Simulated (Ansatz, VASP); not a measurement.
## One calculation of MgS, two programs

The input INCAR:

```
SYSTEM = MgS
ALGO = Normal
EDIFF = 1E-7
ENCUT = 520
GGA = PS
ISIF = 2
ISMEAR = 0
LASPH = .TRUE.
LCHARG = .FALSE.
LREAL = .FALSE.
LWAVE = .FALSE.
NBANDS = 16
NELM = 60
PREC = Accurate
SIGMA = 0.05
```

Contents of KPOINTS:

```
k-points
0
G
  6 6 4
  0 0 0
```

The input POSCAR:

```
MgS
1.0
    3.8732375105      0.0000000000      0.0000000000
   -1.9366187553      3.3543220790      0.0000000000
    0.0000000000      0.0000000000      6.4322941800
Mg S
2 2
Direct
    0.6666666667      0.3333333333      0.4957548500
    0.3333333333      0.6666666667      0.9957548500
    0.3333333333      0.6666666667      0.3792441500
    0.6666666667      0.3333333333      0.8792441500
```

Input for Ansatz:

```yaml
crystal:
  lattice:
    - [3.8732375105, 0.0, 0.0]
    - [-1.9366187553, 3.354322079, 0.0]
    - [0.0, 0.0, 6.43229418]
  atoms:
    - { symbol: Mg, position: [0.6666666667, 0.3333333333, 0.49575485] }
    - { symbol: Mg, position: [0.3333333333, 0.6666666667, 0.99575485] }
    - { symbol: S, position: [0.3333333333, 0.6666666667, 0.37924415] }
    - { symbol: S, position: [0.6666666667, 0.3333333333, 0.87924415] }
basis:
  ecutwfc: 420
kpoints:
  mp_grid: { grid: [6, 6, 4] }
hamiltonian:
  xc: pbesol
scf:
  occupations: { method: gaussian, width: 0.05 }
output:
  forces: true
  stress: true
  eigenvalues: true
```

Change from the starting cell: strain -0.040 along x and y, +0.000 along z, atoms carried along.

Alike in both runs: task single point; functional PBEsol; k mesh 6 × 6 × 4; occupations gaussian, width 0.05 eV; no spin polarisation.

|  | VASP | Ansatz |
| --- | --- | --- |
| version | VASP 6.6.1 | Ansatz 0.2.0 |
| potentials or method | VASP PAW PBE potentials, release 64 (Mg, S) | scalar-relativistic, plane waves, PAW |
| plane-wave cutoff (eV) | 520 | 420 |
| valence electrons in the cell | 16 | 32 |

VASP gave:

```
gap on the k mesh at the Fermi level (eV)       : 3.75
least direct gap on the mesh (eV)               : 3.75
pressure (GPa)                                  : 5.4
largest component of the traceless stress (GPa) : 3.78
rms of the force components (eV/Å)              : 0.241
```

Q: What did Ansatz give for the same quantities?

A: gap on the k mesh at the Fermi level (eV): 3.74; least direct gap on the mesh (eV): 3.74; pressure (GPa): 5.4; largest component of the traceless stress (GPa): 3.76; rms of the force components (eV/Å): 0.239.

Atom by atom the forces differ by 0.001 eV/Å (rms over components). The two sets of potentials don't hold the same shells in valence.

Caveats: the PAW data sets were made with another functional, which shifts forces and pressure a little (VASP).
